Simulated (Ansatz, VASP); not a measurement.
## CdS (Greenockite) in VASP and in Ansatz

INCAR

```
PREC = Accurate ; ENCUT = 520
EDIFF = 1E-7 ; ISMEAR = 0
SIGMA = 0.011 ; LREAL = F
LASPH = T ; NELM = 100
ALGO = Normal ; ISIF = 2
LWAVE = F ; LCHARG = F
GGA = PE ; NBANDS = 26
```

File KPOINTS:

```
regular mesh
0
Gamma
  7 7 4
```

Contents of POSCAR:

```
CdS
1.0
    4.1500000000      0.0000000000      0.0000000000
   -2.0750000000      3.5940054257      0.0000000000
    0.0000000000      0.0000000000      6.7370000000
Cd S
2 2
Direct
    0.6666666667      0.3333333333      0.5000000000
    0.3333333333      0.6666666667      0.0000000000
    0.6666666667      0.3333333333      0.8750000000
    0.3333333333      0.6666666667      0.3750000000
```

Contents of input.yaml:

```yaml
crystal:
  lattice:
    - [4.15, 0.0, 0.0]
    - [-2.075, 3.5940054257, 0.0]
    - [0.0, 0.0, 6.737]
  atoms:
    - { symbol: Cd, position: [0.6666666667, 0.3333333333, 0.5] }
    - { symbol: Cd, position: [0.3333333333, 0.6666666667, 0.0] }
    - { symbol: S, position: [0.6666666667, 0.3333333333, 0.875] }
    - { symbol: S, position: [0.3333333333, 0.6666666667, 0.375] }
hamiltonian:
  xc: pbe
  pseudopotentials: { kind: paw }
kpoints:
  mp_grid: { grid: [7, 7, 4] }
scf:
  occupations: { method: gaussian, width: 0.011 }
output:
  forces: true
  stress: true
  eigenvalues: true
```

Alike in both runs: task single point; functional PBE; k mesh 7 × 7 × 4; occupations gaussian, width 0.011 eV; no spin polarisation.

```csv
,VASP,Ansatz
version,VASP 6.6.1,Ansatz 0.2.0
potentials or method,"VASP PAW PBE potentials, release 64 (Cd, S)",Ansatz PAW
plane-wave cutoff (eV),520,420
valence electrons in the cell,36,52
```

|  | VASP | Ansatz | Ansatz less VASP |
| --- | --- | --- | --- |
| gap on the k mesh at the Fermi level (eV) | 1.20 | 1.20 | -0.003 |
| least direct gap on the mesh (eV) | 1.20 | 1.20 | -0.003 |
| pressure (GPa) | 2.4 | 2.1 | -0.34 |
| largest component of the traceless stress (GPa) | 0.44 | 0.42 | -0.014 |
| rms of the force components (eV/Å) | 0.040 | 0.039 | -0.0008 |

Atom by atom the forces differ by 0.001 eV/Å (rms over components). The functional is the same, so the differences come from potentials, cutoffs and numerics. The two sets of potentials don't hold the same shells in valence.

Caveats: odd divisions of the mesh miss points on the zone boundary, where band edges often lie, so the gap on the mesh can be too wide (Ansatz). As with any semilocal functional, this PBE gap is likely too small.
